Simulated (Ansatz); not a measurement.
# LiCl: how the settings move a single-point run

Aim: see which settings change the result for LiCl, by how much, and at what cost.

Program: Ansatz 0.2.0. Level of theory: reference: DFT, PBE, plane-wave PAW, default files, scalar-relativistic. These are calculated values, not measurements.

## Step 1: Starting point

Symmetry: Fm-3m, No. 225, cubic system. The conventional cell has a = 5.084 Å, b = 5.084 Å, c = 5.084 Å, α = 90.00°, β = 90.00°, γ = 90.00°. Li (site symmetry m-3m) is surrounded by 6 Cl at 2.54 Å. Cl (site symmetry m-3m) has 6 Li at 2.54 Å as nearest neighbours.

Structure file:

```
Li Cl
1.0
     0.00000    2.54212    2.54212
     2.54212    0.00000    2.54212
     2.54212    2.54212    0.00000
Li Cl
1 1
Direct
  0.00000 0.00000 0.00000
  0.50000 0.50000 0.50000
```

## Step 2: The reference run

input.yaml reads:

```yaml
crystal:
  lattice:
    - [0.0, 2.542122339, 2.542122339]
    - [2.542122339, 0.0, 2.542122339]
    - [2.542122339, 2.542122339, 0.0]
  atoms:
    - { symbol: Li, position: [0.0, 0.0, 0.0] }
    - { symbol: Cl, position: [0.5, 0.5, 0.5] }
kpoints:
  mp_grid: { grid: [6, 6, 6] }
scf:
  occupations: { method: fermi_dirac, width: 0.02 }
hamiltonian:
  xc: pbe
  pseudopotentials: { kind: paw }
output:
  forces: true
  stress: true
  populations: true
  efg:
    quadrupole_moments_barn: { Li: -0.0401, Cl: -0.08112 }
    contact_densities: true
```

Launch:

```
$ ansatz run input.yaml --threads 1 --pin off --max-ram 2560MiB --backend cpu --events-out ev --progress --plain --runs-dir out
```

Excerpt of the output:

```text
[...]
Basis set: ecut = 420 eV, 645 PW (Γ), exchange–correlation on 50×50×50 points (8 copies of the dense FFT grid, shifted against one another)
[...]
k-points: 16 of 216
[...]
SCF iter   1: F=—  HF=-1287.828598 eV  |F-HF|=—  |Δ(HF+E_count)|=         —  Δρ=2.20e-4  dr2=1.31e-5  ethr=1.77e-3  ⟨swp⟩=7.1  Hψ=1034  notcnv=0
preconditioner: auto → none  [insulator: Δε(μ)=6.489 eV  Ē_g=14.255 eV  σ=0.020 eV  W_gap=1.00  n_scr=8 (ndim 8)  ℏωp=18.3 eV  f_vac=0.000  D(μ)=0.00/eV (n_scr^D=0)  ε∞_Penn≈2.7]
SCF iter   2: F=—  HF=-1287.828495 eV  |F-HF|=—  |Δ(HF+E_count)|=   1.03e-4  Δρ=1.17e-4  dr2=4.55e-6  ethr=1.31e-7  ⟨swp⟩=2.7  Hψ=397  notcnv=0
[...]
SCF iter   5: F=-1287.828482 eV  HF=-1287.828482 eV  |F-HF|=2.94e-10  |Δ(HF+E_count)|=   4.72e-9  Δρ=1.32e-6  dr2=9.38e-10  ethr=5.36e-10  ⟨swp⟩=2.0  Hψ=199  notcnv=0
SCF iter   6: F=-1287.828482 eV  HF=-1287.828482 eV  |F-HF|=1.27e-11  |Δ(HF+E_count)|=  8.66e-11  Δρ=2.32e-7  dr2=2.34e-11  ethr=9.38e-12  ⟨swp⟩=1.2  Hψ=406  notcnv=0
[...]
SCF converged after 6 iterations
Free energy (F): -1287.828482 eV
[...]
E sigma→0 (E₀):  -1287.828482 eV
Fermi energy:    5.194503 eV
[...]
  P = ⅓ Tr σ = 1.3451 GPa (13.451 kbar)
[...]
```

Run time: 2 s. Hardware: 1 thread of an x86-64 CPU, shared host; peak memory 0.39 GiB.

## Step 3: Changed: mp_grid.shift [0.5, 0.5, 0.5], ecutwfc 450 eV

input.yaml: that of step 2 with these lines changed.

```diff
@@ -9,3 +9,3 @@
 kpoints:
-  mp_grid: { grid: [6, 6, 6] }
+  mp_grid: { grid: [6, 6, 6], shift: [0.5, 0.5, 0.5] }
 scf:
@@ -22 +22,3 @@
     contact_densities: true
+basis:
+  ecutwfc: "450 eV"
```

Launch:

```
$ ansatz run input.yaml --threads 1 --pin off --max-ram 2560MiB --backend cpu --events-out ev --progress --plain --runs-dir out
```

Output:

```text
Warning: crystal.symmetry: narrowed to the stabiliser of the k-point mesh — unitary ops 48 → 12; excluded 36 operations that carry a point of the 6×6×6 mesh (shift [0.5, 0.5, 0.5]) off the mesh (the run samples exactly the mesh kpoints.mp_grid names, as under crystal.symmetry.detect: false, and its converged state has the mesh's symmetry, not the crystal's; ε∞, the Born charges and the force constants of a linear response (`dielectric:` by the response, `phonons.method: dfpt`) are averaged over those of the crystal's operations that the state keeps within a tolerance, where `mesh_tensors`, `unaveraged_element` or `gamma_mean_max_change_ev_ang2` stands beside them; a row that `dielectric.field_direction` solves alone is averaged likewise, with nothing beside; a Γ-centred mesh of equal divisions is mapped onto itself by every operation and keeps the whole group, as does a half-shifted one under kpoints.further_shifts: images)
Warning: RAYON_NUM_THREADS=1 ignored (pool sized by the plan → 1); use --threads N
Engine: ansatz 0.2.0, x86_64-unknown-linux-gnu
Pseudopotentials: kind: paw
Pseudopotential: Li, paw, valence charge 3, recommended cutoff 420 eV (normal), Li.paw.azcp
Pseudopotential: Cl, paw, valence charge 7, recommended cutoff 420 eV (normal), Cl.paw.azcp
Functional definition: PBE
  parameter kappa = 0.804
  parameter beta = 0.06672455060314922
  exchange = pbe_x(kappa = kappa, mu = beta*pi^2/3)
  correlation = pbe_c(beta = beta)
Crystal: 2 atoms, lattice volume = 32.856 Å³
Basis set: ecut = 450 eV, 725 PW (Γ), exchange–correlation on 50×50×50 points (8 copies of the dense FFT grid, shifted against one another)
Bands: 9, of which v1, the nominal top of the filled ones, is band 5 counted from 1 (4 counted from 0)
Symmetry: 12 space group operations
k-points: 28 of 216
Non-local potential: Li, projectors of the file, l = 0: 3, l = 1: 2, l = 2: 1
Non-local potential: Cl, projectors of the file, l = 0: 2, l = 1: 2, l = 2: 2
PAW form: soft (Blöchl's): semilocal exchange-correlation on the pseudo side does not see the compensation charge
PAW one-centre angular grid: Li, 110 points (default); XC on 64 Gauss nodes
PAW one-centre angular grid: Cl, 110 points (default); XC on 64 Gauss nodes
Initial density: superposition of atomic densities (neutral atoms: chi_scale 0, normalization atom), corrected by the library's trained network
Initial wavefunctions: pseudopotential atomic-orbital guess
Functional: x = pbe(κ = 0.804, μ = 0.2195149727645171), c = pbe(β = 0.06672455060314922)
SCF iter   1: F=—  HF=-1287.828862 eV  |F-HF|=—  |Δ(HF+E_count)|=         —  Δρ=2.67e-4  dr2=2.31e-5  ethr=1.77e-3  ⟨swp⟩=7.0  Hψ=1831  notcnv=0
preconditioner: auto → none  [insulator: Δε(μ)=6.742 eV  Ē_g=14.255 eV  σ=0.020 eV  W_gap=1.00  n_scr=8 (ndim 8)  ℏωp=18.3 eV  f_vac=0.000  D(μ)=0.00/eV (n_scr^D=0)  ε∞_Penn≈2.7]
SCF iter   2: F=—  HF=-1287.828712 eV  |F-HF|=—  |Δ(HF+E_count)|=   1.51e-4  Δρ=2.18e-4  dr2=2.24e-5  ethr=2.31e-7  ⟨swp⟩=2.8  Hψ=690  notcnv=0
SCF iter   3: F=—  HF=-1287.828699 eV  |F-HF|=—  |Δ(HF+E_count)|=   1.27e-5  Δρ=1.06e-4  dr2=4.41e-6  ethr=2.24e-7  ⟨swp⟩=2.0  Hψ=358  notcnv=0
SCF iter   4: F=—  HF=-1287.828695 eV  |F-HF|=—  |Δ(HF+E_count)|=   4.07e-6  Δρ=5.33e-5  dr2=1.24e-6  ethr=4.41e-8  ⟨swp⟩=2.0  Hψ=364  notcnv=0
SCF iter   5: F=—  HF=-1287.828694 eV  |F-HF|=—  |Δ(HF+E_count)|=   4.03e-7  Δρ=1.84e-5  dr2=1.53e-7  ethr=1.24e-8  ⟨swp⟩=2.0  Hψ=347  notcnv=0
SCF iter   6: F=-1287.828694 eV  HF=-1287.828694 eV  |F-HF|=6.98e-9  |Δ(HF+E_count)|=   5.16e-8  Δρ=4.57e-6  dr2=9.84e-9  ethr=1.00e-9  ⟨swp⟩=4.0  Hψ=722  notcnv=0
SCF 1 converged in 6 iterations: F = -1287.828694 eV  dr2 = 9.84e-9
SCF converged after 6 iterations
Free energy (F): -1287.828694 eV
Harris-Foulkes:  -1287.828694 eV  (|F-HF|=6.98e-9)
Internal energy: -1287.828694 eV  (E = F + TS)
E sigma→0 (E₀):  -1287.828694 eV
Fermi energy:    5.301365 eV
--- Per-component energies (eV) ---
  E_band       = -101.260986
  E_kinetic    = 184.108759
  E_local      = -319.399569  (includes V_loc(G=0)·N_el)
  E_nonlocal   = -4.701871
  E_hartree    = 92.803539
  E_xc         = -118.809175
  E_vxc        = -137.118464  (∫ρ·V_xc dr)
  E_paw        = -680.443676  (= ΣΔE_a)
  E_vpaw       = -9.755691  (= ΣTr[D̂ρ^β])
  E_aug_tail   = 0.000077  (compensation charges beyond the density's cutoff)
  E_ewald      = -441.386778
  E_smearing   = -0.000000  (= −TS)
  E_closure    = 0.000000  (closes the sum)
  Σ components = -1287.828694   (vs F -1287.828694, Δ=0.00e0)
--- Forces (eV/Å), atoms counted from 1 ---
  atom   1  Li    -0.00000000     0.00000000    -0.00000000
  atom   2  Cl     0.00000000     0.00000000     0.00000000
  max |Σ_I F_I| component: 1.36e-29 eV/Å
--- Stress (GPa, compression-positive) ---
        1.340613      -0.002718      -0.002718
       -0.002718       1.340613      -0.002718
       -0.002718      -0.002718       1.340613
  P = ⅓ Tr σ = 1.3406 GPa (13.406 kbar)
--- PAW observables at the nuclei: V_zz in 10²¹ V/m², potentials from the cell's mean, atoms counted from 1 ---
  atom   1  Li V_zz =    +0.000074   η = 0.0000   by run symmetry: allowed   C_q = -0.0001 MHz
            electrostatic potential = -165.551391 V   contact ρ = 94.310048 e/Å³
  atom   2  Cl V_zz =    +0.006327   η = 0.0000   by run symmetry: allowed   C_q = -0.0124 MHz
            electrostatic potential = -1773.291688 V   contact ρ = 24093.030266 e/Å³
--- Band table (eV; the first three rows and the last of 28) ---
  k-point 0: bands = ["-41.5211", "-11.5184", "1.6786", "1.9182", "1.9182", "8.6553", "13.3342", "13.7851", "13.7851"]
  k-point 1: bands = ["-41.5201", "-11.3427", "0.7597", "1.5959", "1.9126", "9.4123", "12.4758", "12.9642", "13.1964"]
  k-point 2: bands = ["-41.5186", "-11.0459", "-0.5166", "1.4240", "1.7516", "9.2301", "11.7353", "11.8394", "13.8923"]
  k-point 27: bands = ["-41.5179", "-10.8764", "-0.7929", "0.8798", "1.5182", "9.6439", "11.4407", "11.9579", "14.2554"]
--- Löwdin populations: 2 sites ---
  site symbol       q [e]
     0     Li      2.3169
     1     Cl      7.6221
  spilling = 0.006100 (of n_electrons = 10.000000)
```

It took 3 s on 1 thread of an x86-64 CPU, shared host; peak memory 0.39 GiB.

Changing the k-point mesh and cutoff moves the energy by -0.1 meV/atom, and the gap on the mesh goes from 6.48 to 6.74 eV. More than one kind of setting changed, and this run alone doesn't tell their shares apart. A gap read on a mesh depends on which points the mesh holds, and a coarse mesh shifts the density too. Cost: 3 s against 2 s.

## Step 4: Changed: eigensolver.kind davidson

input.yaml: that of step 2 with these lines changed.

```diff
@@ -12,2 +12,3 @@
   occupations: { method: fermi_dirac, width: 0.02 }
+  eigensolver: { kind: davidson }
 hamiltonian:
```

Launch:

```
$ ansatz run input.yaml --threads 1 --pin off --max-ram 2560MiB --backend cpu --events-out ev --progress --plain --runs-dir out
```

Output (excerpt; [...] marks lines left out):

```text
Warning: RAYON_NUM_THREADS=1 ignored (pool sized by the plan → 1); use --threads N
[...]
[... 4 set-up lines as earlier in the session ...]
[...]
Crystal: 2 atoms, lattice volume = 32.856 Å³
Basis set: ecut = 420 eV, 645 PW (Γ), exchange–correlation on 50×50×50 points (8 copies of the dense FFT grid, shifted against one another)
Bands: 9, of which v1, the nominal top of the filled ones, is band 5 counted from 1 (4 counted from 0)
Symmetry: 48 space group operations
Space group: Fm-3m (ITA 225), of the structure as read, at distance tolerance 3.2e-5 Å
k-points: 16 of 216
[...]
SCF iter   1: F=—  HF=-1287.828578 eV  |F-HF|=—  |Δ(HF+E_count)|=         —  Δρ=2.12e-4  dr2=1.29e-5  ethr=1.77e-3  ⟨swp⟩=8.7  Hψ=737  notcnv=0
[...]
  atom   2  Cl     0.00000000     0.00000000     0.00000000
[...]
--- Stress (GPa, compression-positive) ---
        1.345132      -0.000000       0.000000
       -0.000000       1.345132       0.000000
       -0.000000       0.000000       1.345132
  P = ⅓ Tr σ = 1.3451 GPa (13.451 kbar)
--- PAW observables at the nuclei: V_zz in 10²¹ V/m², potentials from the cell's mean, atoms counted from 1 ---
  atom   1  Li V_zz =    +0.000000   η = 0.0000   by run symmetry: forbidden   C_q = -0.0000 MHz
            electrostatic potential = -165.552224 V   contact ρ = 94.309646 e/Å³
  atom   2  Cl V_zz =    +0.000000   η = 0.0000   by run symmetry: forbidden   C_q = -0.0000 MHz
            electrostatic potential = -1773.290176 V   contact ρ = 24093.026580 e/Å³
--- Band table (eV; the first three rows and the last of 16) ---
  k-point 0: bands = ["-41.5214", "-11.5542", "1.9384", "1.9384", "1.9384", "8.4221", "13.7458", "13.7458", "13.7458"]
[...]
--- Löwdin populations: 2 sites ---
  site symbol       q [e]
     0     Li      2.3170
     1     Cl      7.6221
  spilling = 0.006095 (of n_electrons = 10.000000)
```

Wall time 2 s (1 thread of an x86-64 CPU, shared host); peak memory 0.38 GiB.

Energy and cycle count are those of the reference, so the change (solver) left the result and the number of cycles as they were.

## Step 5: All runs together

| run | ending | energy change | pressure (GPa) | gap (eV) | force (eV/Å) | cycles | time |
| --- | --- | --- | --- | --- | --- | --- | --- |
| reference | converged | 0 | 1.3 | 6.48 | 0.00 | 6 | 2 s |
| 1: mp_grid.shift [0.5, 0.5, 0.5], ecutwfc 450 eV | converged | -0.1 meV/atom | 1.3 | 6.74 | 0.00 | 6 | 3 s |
| 2: eigensolver.kind davidson | converged | 0.0 meV/atom | 1.3 | 6.48 | 0.00 | 6 | 2 s |

Residual by cycle in the longest SCF loop of each run; runs are numbered as in the table. The quantity is the density residual dr2, in eV.

| cycle | reference | run 1 | run 2 |
| --- | --- | --- | --- |
| 1 | 1.3e-5 | 2.3e-5 | 1.3e-5 |
| 2 | 4.5e-6 | 2.2e-5 | 3.4e-6 |
| 3 | 1.6e-6 | 4.4e-6 | 1.9e-7 |
| 4 | 5.4e-8 | 1.2e-6 | 2.2e-9 |
| 5 | 9.4e-10 | 1.5e-7 | 2.1e-10 |
| 6 | 2.3e-11 | 9.8e-9 | 1.8e-12 |

What this shows: Of the converged runs whose energies compare with the reference's, «mp_grid.shift [0.5, 0.5, 0.5], ecutwfc 450 eV» moves the energy most (-0.1 meV/atom) and «eigensolver.kind davidson» least (0.0 meV/atom). The gap spans 6.48 to 6.74 eV over the reference and the converged variants (gaps read on unlike meshes, which can miss the band edges).

The gaps are Kohn-Sham values of a semilocal functional, not quasiparticle or optical gaps. Such gaps usually fall short of the measured ones.
